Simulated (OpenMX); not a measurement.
Runs of OpenMX 3.8.5 on TaN. The structure is cubic, space group Fm-3m (No. 225). The conventional cell has a = 4.423 Å, b = 4.423 Å, c = 4.423 Å, α = 90.00°, β = 90.00°, γ = 90.00°. Ta (site symmetry m-3m) is surrounded by 6 N at 2.21 Å. Around N (site symmetry m-3m) lie 6 Ta at 2.21 Å. The cell comes from a database or a generator and needn't be the stable form of this composition.

```csv
task,level,potentials or basis,spin,k mesh,SCF threshold,max SCF cycles,"grid points, held for all volumes",moment (μB),V0 of scaled cells (Å³/atom),B0 (GPa)
band structure,PBE,"OpenMX 2013 PBE set, Ta7.0-s3p2d2f1, N6.0-s2p2d1, grid cutoff 400 Ry","non-collinear, zero start, SOC",7 × 7 × 7,1e-07 Ha,100,-,0.00,-,-
equation of state,PBE,"OpenMX 2013 PBE set, Ta7.0-s3p2d2, N6.0-s2p2, fixed grid of 30 × 30 × 30 points",off,11 × 11 × 11,1e-08 Ha,-,30 × 30 × 30,-,10.97,(a)
equation of state,PBE,"OpenMX 2013 PBE set, Ta7.0-s3p2d2f1, N6.0-s2p2d1, fixed grid of 30 × 30 × 30 points",off,11 × 11 × 11,1e-08 Ha,-,30 × 30 × 30,-,10.65,337
band structure,PBE,"OpenMX 2013 PBE set, Ta7.0-s3p2d2f1, N6.0-s2p2d1, grid cutoff 400 Ry","non-collinear, zero start",7 × 7 × 7,1e-07 Ha,100,-,0.00,-,-
```

Alike in all rows: cell as given; smearing fermi-dirac 0.05 eV.

Task: Fill in the values left out.

Result: (a) 309.

Caveats: the basis of atomic orbitals isn't converged, which shifts pressures, moduli and gaps; volumes in these bases differ from converged ones by about 1 %, for some elements by several (some runs); total energies with and without spin-orbit coupling shouldn't be compared in this program (some runs).

Not every run made on this cell is shown here.
